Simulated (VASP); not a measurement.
# InP (F-43m) in VASP: single point with HSE06

Aim: the single point of InP with HSE06.

All numbers are computed with VASP 6.6.1; they aren't measurements. Logs are shortened: lines on timing, memory, paths and dates and some standing lists are left out, and cuts for length are marked.

**What was measured.**

A printed reference work, data compilation reports, for a bulk crystal of InP at 1.6 K: band gap 1.4236 eV (direct).

The results are compared with them further down.

## 1. The cell of the first run

It takes space group F-43m (No. 216, cubic). The conventional cell has a = 5.908 Å, b = 5.908 Å, c = 5.908 Å, α = 90.00°, β = 90.00°, γ = 90.00°. Within 3.4 Å of In (site symmetry -43m) lie 4 P at 2.56 Å. Within 3.4 Å of P (site symmetry -43m) lie 4 In at 2.56 Å.

## 2. Single point, HSE06

POSCAR reads:

```
InP
1.0
    0.0000000000      2.9538133483      2.9538133483
    2.9538133483      0.0000000000      2.9538133483
    2.9538133483      2.9538133483      0.0000000000
In P
1 1
Direct
    0.0000000000      0.0000000000      0.0000000000
    0.2500000000      0.2500000000      0.2500000000
```

INCAR.step1 reads:

```
SYSTEM = InP
PREC = Accurate ; ENCUT = 520
EDIFF = 1E-5 ; ISMEAR = 0
SIGMA = 0.01 ; LREAL = .FALSE.
LASPH = .TRUE. ; NELM = 80
ALGO = Normal ; ISIF = 2
LWAVE = .TRUE. ; LCHARG = .FALSE.
GGA = PE ; NBANDS = 16
```

INCAR.step2 reads:

```
SYSTEM = InP
PREC = Accurate ; ENCUT = 520
EDIFF = 1E-6 ; ISMEAR = 0
SIGMA = 0.01 ; LREAL = .FALSE.
LASPH = .TRUE. ; NELM = 80
ALGO = Normal ; ISIF = 2
LWAVE = .FALSE. ; LCHARG = .FALSE.
GGA = PE ; LHFCALC = .TRUE.
HFSCREEN = 0.2079 ; PRECFOCK = Normal
ISTART = 1 ; NBANDS = 16
```

KPOINTS reads:

```
Automatic mesh
0
G
  6 6 6
  0 0 0
```

Potentials or basis: VASP PAW PBE potentials, release 64 (In_d, P).

Command:

```sh
cat potpaw_PBE.64/In_d/POTCAR potpaw_PBE.64/P/POTCAR > POTCAR
cp INCAR.step1 INCAR
mpirun -np 1 vasp_std > vasp.out
cp INCAR.step2 INCAR
mpirun -np 1 vasp_std > vasp.out
```

OUTCAR:

```text
SYSTEM = InP
   PREC = Accurate
   ENCUT = 520
   EDIFF = 1E-6
   ISMEAR = 0
   LREAL = .FALSE.
   LASPH = .TRUE.
   NELM = 80
   ISIF = 2
   GGA = PE
   LHFCALC = .TRUE.
   HFSCREEN = 0.2079
   PRECFOCK = Normal
   ISTART = 1

 ion  position               nearest neighbor table
   1  0.000  0.000  0.000-   2 2.56   2 2.56   2 2.56   2 2.56
   2  0.250  0.250  0.250-   1 2.56   1 2.56   1 2.56   1 2.56

  LATTYP: Found a face centered cubic cell.
 ALAT       =     5.9076266966

  Lattice vectors:

 A1 = (   0.0000000000,   2.9538133483,   2.9538133483)
 A2 = (   2.9538133483,   0.0000000000,   2.9538133483)
 A3 = (   2.9538133483,   2.9538133483,   0.0000000000)

Analysis of symmetry for initial positions (statically):
=====================================================================
 Subroutine PRICEL returns:
 Original cell was already a primitive cell.

 Routine SETGRP: Setting up the symmetry group for a
 face centered cubic supercell.

 Subroutine GETGRP returns: Found 24 space group operations
 (whereof 24 operations were pure point group operations)
 out of a pool of 48 trial point group operations.

The static configuration has the point symmetry T_d .

Analysis of symmetry for dynamics (positions and initial velocities):
=====================================================================
 Subroutine PRICEL returns:
 Original cell was already a primitive cell.

 Routine SETGRP: Setting up the symmetry group for a
 face centered cubic supercell.

 Subroutine GETGRP returns: Found 24 space group operations
 (whereof 24 operations were pure point group operations)
 out of a pool of 48 trial point group operations.

The dynamic configuration has the point symmetry T_d .

 Subroutine INISYM returns: Found 24 space group operations
 (whereof 24 operations are pure point group operations),
 and found     1 'primitive' translations

----------------------------------------------------------------------------------------

                                     Primitive cell

  volume of cell :      51.5441

  direct lattice vectors                    reciprocal lattice vectors
     0.000000000  2.953813348  2.953813348    -0.169272713  0.169272713  0.169272713
     2.953813348  0.000000000  2.953813348     0.169272713 -0.169272713  0.169272713
     2.953813348  2.953813348  0.000000000     0.169272713  0.169272713 -0.169272713

  length of vectors
     4.177322898  4.177322898  4.177322898     0.293188940  0.293188940  0.293188940

  position of ions in fractional coordinates (direct lattice)
     0.000000000  0.000000000  0.000000000
     0.250000000  0.250000000  0.250000000

  ion indices of the primitive-cell ions
   primitive index   ion index
                 1           1
                 2           2

----------------------------------------------------------------------------------------

 KPOINTS: Automatic mesh

Automatic generation of k-mesh.
 Grid dimensions read from file:
 generate k-points for:    6    6    6

 Generating k-lattice:

  Cartesian coordinates                     Fractional coordinates (reciprocal lattice)
    -0.028212119  0.028212119  0.028212119     0.166666667  0.000000000  0.000000000
     0.028212119 -0.028212119  0.028212119     0.000000000  0.166666667  0.000000000
     0.028212119  0.028212119 -0.028212119     0.000000000  0.000000000  0.166666667

  Length of vectors
     0.048864823  0.048864823  0.048864823

  Shift w.r.t. Gamma in fractional coordinates (k-lattice)
     0.000000000  0.000000000  0.000000000

 Subroutine IBZKPT returns following result:
 ===========================================

 Found     16 irreducible k-points:

 Following reciprocal coordinates:
            Coordinates               Weight
  0.000000  0.000000  0.000000      1.000000
  0.166667  0.000000  0.000000      8.000000
  0.333333  0.000000  0.000000      8.000000
  0.500000  0.000000  0.000000      4.000000
  0.166667  0.166667  0.000000      6.000000
  0.333333  0.166667  0.000000     24.000000
[... 8 lines left out ...]
 -0.333333  0.333333  0.166667     24.000000
 -0.333333  0.500000  0.166667     12.000000
   k-points           NKPTS =     16   k-points in BZ     NKDIM =    216   number of bands    NBANDS=     16
   number of dos      NEDOS =    301   number of ions     NIONS =      2
   total plane-waves  NPLWV =  32768
   dimension x,y,z NGX =    32 NGY =   32 NGZ =   32
   dimension x,y,z NGXF=    64 NGYF=   64 NGZF=   64
   ions per type =               1   1
   NGX,Y,Z   is equivalent  to a cutoff of  12.74, 12.74, 12.74 a.u.
   NGXF,Y,Z  is equivalent  to a cutoff of  25.47, 25.47, 25.47 a.u.
 SYSTEM =  InP
   PREC   = accura    normal or accurate (medium, high low for compatibility)
   ISTART =      1    job   : 0-new  1-cont  2-samecut
   ICHARG =      0    charge: 1-file 2-atom 10-const
   ISPIN  =      1    spin polarized calculation?
   LNONCOLLINEAR =      F non collinear calculations
   LSORBIT =      F    spin-orbit coupling
   LASPH  =      T    aspherical Exc in radial PAW
   ENCUT  =  520.0 eV  38.22 Ry    6.18 a.u.   7.77  7.77  7.77*2*pi/ulx,y,z
   NELM   =     80;   NELMIN=  2; NELMDL=  0     # of ELM steps
   EDIFF  = 0.1E-05   stopping-criterion for ELM
   LREAL  =      F    real-space projection
   EDIFFG = 0.1E-04   stopping-criterion for IOM
   NSW    =      0    number of steps for IOM
   IBRION =     -1    ionic relax: 0-MD 1-quasi-New 2-CG
   NFREE  =      0    steps in history (QN), initial steepest desc. (CG)
   ISIF   =      2    stress and relaxation
   ISYM   =      3    0-nonsym 1-usesym 2-fastsym
   POTIM  = 0.5000    time-step for ionic-motion
   TEBEG  =    0.0;   TEEND  =   0.0 temperature during run
   PSTRESS=    0.0 pullay stress
   NELECT =      18.0000    total number of electrons
   NUPDOWN=      -1.0000    fix difference up-down
   EMIN   =  10.00;   EMAX   =-10.00  energy-range for DOS
   EFERMI =   0.00;   METHOD = LEGACY
   ISMEAR =     0;   SIGMA  =   0.01  broadening in eV -4-tet -1-fermi 0-gaus
   EFERMI_NEDOS =   21; number of points for ismear=-14 and -15
   IALGO  =     38    algorithm
   IMIX   =      1    mixing-type and parameters
     AMIX     =   0.40;   BMIX     =  1.00
     AMIX_MAG =   1.60;   BMIX_MAG =  1.00
  volume/ion in A,a.u.               =      25.77       173.92
  Fermi-wavevector in a.u.,A,eV,Ry     =   1.152850  2.178570 18.082986  1.329062
  Thomas-Fermi vector in A             =   2.289498
   LORBIT       =      0    0 simple, 1 ext, 2 COOP (PROOUT), +10 PAW based schemes
   GGA     = PE    functional components
   LHFCALC =     T    Hartree Fock is set to
   PRECFOCK=normal    Normal, Fast or Accurate (Low or Medium for compatibility)
   ENCUT4O =  -1.0   cutoff for four orbital integrals eV
   NKREDX  =     1    reduce k-point grid by
   NKREDY  =     1    reduce k-point grid by
   NKREDZ  =     1    reduce k-point grid by
   AEXX    =    0.2500 exact exchange contribution
   HFSCREEN=    0.2079 screening length (either q_TF or 0.3 A-1)
   HFSCREENC=   0.2079 screening length for correlation (either q_TF or 0.3 A-1)
   ENCUTFOCK=  -1.0 apply spherical cutoff to Coloumb kernel
   IVDW    =     0    specifies the selected vdW correction
   LEPSILON=     F    determine dielectric tensor
   LRPA    =     F    only Hartree local field effects (RPA)
 non-spin polarized calculation
 Gauss-broadening in eV      SIGMA  =   0.01
  energy-cutoff  :      520.00
  volume of cell :       51.54
 maximum number of plane-waves:      1411
  NGX = 24; NGY = 24; NGZ = 24

 number of electron      18.0000009 magnetization

 Free energy of the ion-electron system (eV)
  ---------------------------------------------------
  ext. energy  EPLUGINS =         0.00000000
  ---------------------------------------------------
  free energy    TOTEN  =        -9.98565743 eV

  energy without entropy =       -9.98565743  energy(sigma->0) =       -9.98565743

 E-fermi :   4.5965     XC(G=0):  -7.6478

 val. band max:        4.5142993141   @ k =   0.0000   0.0000   0.0000
 cond. band min:       5.8678169088   @ k =   0.0000   0.0000   0.0000
 fundamental gap:      1.3535175947
 Fermi energy:         4.5964631852

 k-point     1 :       0.0000    0.0000    0.0000
  band No.  band energies     occupation
      1     -11.3308      2.00000
      2     -11.3308      2.00000
      3     -11.3308      2.00000
      4     -11.1809      2.00000
      5     -11.1809      2.00000
      6      -8.0576      2.00000
[... 8 lines left out ...]
     15      14.9679      0.00000
     16      14.9679      0.00000

 k-point     2 :       0.1667    0.0000    0.0000
  band No.  band energies     occupation
      1     -11.3582      2.00000
      2     -11.3191      2.00000
      3     -11.3191      2.00000
      4     -11.1805      2.00000
      5     -11.1805      2.00000
      6      -7.7298      2.00000
[... 8 lines left out ...]
     15      14.0692      0.00000
     16      14.8926      0.00000

 k-point     3 :       0.3333    0.0000    0.0000
  band No.  band energies     occupation
      1     -11.4101      2.00000
      2     -11.3002      2.00000
      3     -11.3002      2.00000
      4     -11.1751      2.00000
      5     -11.1751      2.00000
      6      -6.8855      2.00000
[... 8 lines left out ...]
     15      14.5990      0.00000
     16      14.5990      0.00000

 k-point     4 :       0.5000    0.0000    0.0000
  band No.  band energies     occupation
      1     -11.4349      2.00000
      2     -11.2935      2.00000
      3     -11.2935      2.00000
      4     -11.1695      2.00000
      5     -11.1695      2.00000
      6      -6.2662      2.00000
[... 8 lines left out ...]
     15      16.2821      0.00000
     16      16.2821      0.00000
[... 172 lines left out ...]
 k-point    14 :       0.5000    0.3333    0.1667
  band No.  band energies     occupation
      1     -11.4493      2.00000
      2     -11.2788      2.00000
      3     -11.2625      2.00000
      4     -11.1986      2.00000
      5     -11.1649      2.00000
      6      -6.2277      2.00000
[... 8 lines left out ...]
     15      16.6835      0.00000
     16      17.4280      0.00000

 k-point    15 :      -0.3333    0.3333    0.1667
  band No.  band energies     occupation
      1     -11.4583      2.00000
      2     -11.2789      2.00000
      3     -11.2523      2.00000
      4     -11.1937      2.00000
      5     -11.1693      2.00000
      6      -5.7376      2.00000
[... 8 lines left out ...]
     15      16.6480      0.00000
     16      17.2489      0.00000

 k-point    16 :      -0.3333    0.5000    0.1667
  band No.  band energies     occupation
      1     -11.4768      2.00000
      2     -11.2623      2.00000
      3     -11.2393      2.00000
      4     -11.2074      2.00000
      5     -11.1616      2.00000
      6      -5.5274      2.00000
[... 8 lines left out ...]
     15      16.9462      0.00000
     16      17.6280      0.00000

------------------------ aborting loop because EDIFF is reached ----------------------------------------

  FORCE on cell =-STRESS in cart. coord.  units (eV):
  Direction    XX          YY          ZZ          XY          YZ          ZX
  --------------------------------------------------------------------------------------
  -------------------------------------------------------------------------------------
  Total       -0.1191805     -0.1191805     -0.1191805      0.0000000      0.0000000      0.0000000
  in kB       -3.7045600     -3.7045600     -3.7045600      0.0000000      0.0000000      0.0000000
  external PRESSURE =      -3.7045600 kB  Pullay stress =       0.0000000 kB

 VOLUME and BASIS-vectors are now :
 -----------------------------------------------------------------------------
  energy-cutoff  :      520.00
  volume of cell :       51.54
      direct lattice vectors                 reciprocal lattice vectors
     0.000000000  2.953813348  2.953813348    -0.169272713  0.169272713  0.169272713
     2.953813348  0.000000000  2.953813348     0.169272713 -0.169272713  0.169272713
     2.953813348  2.953813348  0.000000000     0.169272713  0.169272713 -0.169272713

 POSITION                                       TOTAL-FORCE (eV/Angst)
 -----------------------------------------------------------------------------------
      0.00000      0.00000      0.00000         0.000000     -0.000000     -0.000000
      1.47691      1.47691      1.47691        -0.000000      0.000000      0.000000
 -----------------------------------------------------------------------------------
    total drift:                                0.000062      0.000051      0.000036

  FREE ENERGIE OF THE ION-ELECTRON SYSTEM (eV)
  ---------------------------------------------------
  free  energy   TOTEN  =        -9.9856574276 eV

  energy  without entropy=       -9.9856574276  energy(sigma->0) =       -9.98565743
```

It took 30 min on 1 thread of Intel Xeon Platinum 8375C at 2.90GHz (Ice Lake), shared host; peak memory 0.3 GiB.

What came out:

```
Free energy            : -9.9857 eV
Pressure               : -0.4 GPa
Band gap on the k mesh : 1.35 eV
```

Caveat: the PAW data sets were made with another functional, which shifts forces and pressure a little; spin-orbit coupling is left out, which moves the levels of the heavy elements.

## 3. Comparison with measurements

Step 2. Against the measured gap of InP, 1.4236 eV (direct; 1.6 K; a printed reference work, data compilation), the calculated 1.35 eV is off by -0.07 eV. Spin-orbit coupling on In is left out. The value is that of HSE06, without temperature or zero-point motion.
